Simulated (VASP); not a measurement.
Input of a VASP 6.6.1 run:

File INCAR:

```
SYSTEM = Sn8Se7
PREC     = Accurate       ! precision mode
ENCUT    = 520            ! plane-wave cutoff, eV
EDIFF    = 1E-7           ! SCF threshold, eV
ISMEAR   = 0              ! smearing method
SIGMA    = 0.1            ! smearing width, eV
LREAL    = Auto         
LASPH    = .TRUE.         ! aspherical terms in the spheres
NELM     = 100            ! most SCF steps
ALGO     = Fast           ! electronic algorithm
ISIF     = 2              ! what is computed and relaxed
LWAVE    = .FALSE.        ! write WAVECAR
LCHARG   = .FALSE.        ! write CHGCAR
GGA      = PE             ! functional
NBANDS   = 90             ! bands
```

KPOINTS

```
Automatic mesh
0
G
  2 2 2
  0 0 0
```

POSCAR

```
Sn8Se7
1.0
    0.0000000000      6.0662700000      6.0662700000
    6.0662700000      0.0000000000      6.0662700000
    6.0662700000      6.0662700000      0.0000000000
Sn Se
8 7
Direct
    0.0538692640      0.0617978593     -0.0371405328
   -0.0636737237      0.0122195352      0.5939030079
   -0.0494569150      0.5987804697      0.0198265161
    0.0071809366      0.4201623897      0.5813970529
    0.4171482641     -0.0350094869      0.0634910744
    0.5348455476      0.0181664351      0.4661169879
    0.4811920670      0.4625583761      0.0221198529
    0.4954238766      0.5779497121      0.4211721536
    0.2595500200      0.2161698210      0.2607894967
    0.3574963693      0.2721427665      0.6739235972
    0.1971976190      0.6723096730      0.2763825217
    0.2507690063      0.7469950233      0.7193515125
    0.7609418143      0.2582765851      0.2179669715
    0.7607648522     -0.0059248929      0.9803343735
    0.7812730063      0.7132148750      0.7513791836
```

Potentials or basis: VASP PAW PBE potentials, release 64 (Sn_d, Se).

Command:

```bash
$ cat potpaw_PBE.64/Sn_d/POTCAR potpaw_PBE.64/Se/POTCAR > POTCAR
$ mpirun -np 1 vasp_std > vasp.out
```

Question: Estimate the band gap on the k mesh.

Answer: None (metal or under the smearing width).

Question: Predict the pressure.

Answer: 0.3 GPa.

Question: Predict the largest force.

Answer: 0.052 eV/Å.

Forces on the atoms (eV/Å):
```
Sn   0.011  0.018 -0.029
Sn  -0.006 -0.029 -0.010
Sn   0.040 -0.023 -0.019
Sn  -0.014 -0.045 -0.021
Sn  -0.016  0.028  0.028
Sn  -0.018 -0.010 -0.007
Sn  -0.025 -0.015  0.006
Sn  -0.008  0.014  0.003
Se   0.024  0.009  0.012
Se   0.006 -0.003  0.018
Se   0.009  0.002 -0.008
Se  -0.030  0.032  0.012
Se   0.000  0.020  0.023
Se   0.017 -0.009 -0.020
Se   0.011  0.013  0.012
```

Caveat: the k mesh is coarse (spacing up to 0.45 Å⁻¹), so the values aren't converged.
